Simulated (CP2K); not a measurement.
Runs of CP2K 2026.2 on CdTe. The structure is cubic, space group F-43m (No. 216). The conventional cell has a = 6.410 Å, b = 6.410 Å, c = 6.410 Å, α = 90.00°, β = 90.00°, γ = 90.00°. Te (site symmetry -43m) has 4 Cd at 2.78 Å as nearest neighbours. Around Cd (site symmetry -43m) lie 4 Te at 2.78 Å. 

| task | level | potentials or basis | smearing | EPS_DEFAULT | NGRIDS | points a segment of the path (NPOINTS) | bands added on the path | CUTOFF of the grids | gap on the mesh (eV) | pressure (GPa) |
| --- | --- | --- | --- | --- | --- | --- | --- | --- | --- | --- |
| band structure | TB-mBJ | POTENTIAL_UZH Te GTH-PBE-q6, Cd GTH-PBE-q12; TZVP-MOLOPT-PBE-GTH basis | fermi-dirac 0.05 eV | 1.0E-10 | 5 | 8 | 4 | 675 Ry | 0.67 | - |
| band structure | LDA | GTH_POTENTIALS Te GTH-PADE-q6, Cd GTH-PADE-q12; TZVP-MOLOPT-PBE-GTH basis | fermi-dirac 0.0259 eV | 1.0E-10 | 5 | 10 | 6 | 450 Ry | (b) | (a) |
| band structure | r2SCAN | POTENTIAL_UZH Te GTH-SCAN-q6, Cd GTH-SCAN-q12; TZVP-MOLOPT-SCAN-GTH basis | fermi-dirac 0.0259 eV | 1.0E-9 | 4 | 6 | 6 | 675 Ry | 1.27 | 3.3 |
| band structure | PBEsol | POTENTIAL_UZH Te GTH-PBE-q6, Cd GTH-PBE-q12; TZVP-MOLOPT-PBE-GTH basis | fermi-dirac 0.01 eV | 1.0E-9 | 4 | 8 | 6 | 450 Ry | 0.73 | 2.9 |

Alike in all rows: no spin polarisation; cell as given; k mesh 7 × 7 × 7.

**Question.** Estimate the missing entries.

**Answer.** (a) 0.5; (b) 0.65.

Caveats: spin-orbit coupling is left out, which moves the levels of the heavy elements; the basis of atomic orbitals isn't converged, which shifts pressures, moduli and gaps; the potentials were made for another functional, which shifts forces and pressure (some runs); this is a model potential without an energy functional, so only levels have meaning (some runs).

A k mesh can miss the band edges, and the runs leave out spin-orbit coupling on Cd, Te.

Runs at the PBE level aren't shown here.
